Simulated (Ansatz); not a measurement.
Crystals in the rock-salt structure, computed with LDA in Ansatz (plane-wave DFT, scalar-relativistic, harmonic phonons, no LO–TO term at Γ; fixed occupations; no spin; PAW, where unfrozen means all-electron datasets; each on its own modest k mesh, which can be coarse for ε∞).

One of them, on the k mesh 6×6×6 in its relaxed cell of 13.0 Å³ an atom, gives top Γ mode (cm⁻¹) 290; lowest mode at X = [0.5, 0, 0.5] (cm⁻¹) 205; top mode at X = [0.5, 0, 0.5] (cm⁻¹) 393; mean ε∞ 3.87; mean Born charge of the cation or first site (e) 2.37 (phonons by linear response).

Caveats: coarse k mesh.

Question: Which crystal is it?
A. NaCl
B. LiF
C. CaO
D. MgO

Answer: C. It is CaO. The others give, for the top Γ mode in cm⁻¹: LiF 341 on 6×6×6, NaCl 188 on 6×6×6, MgO 408 on 6×6×6.
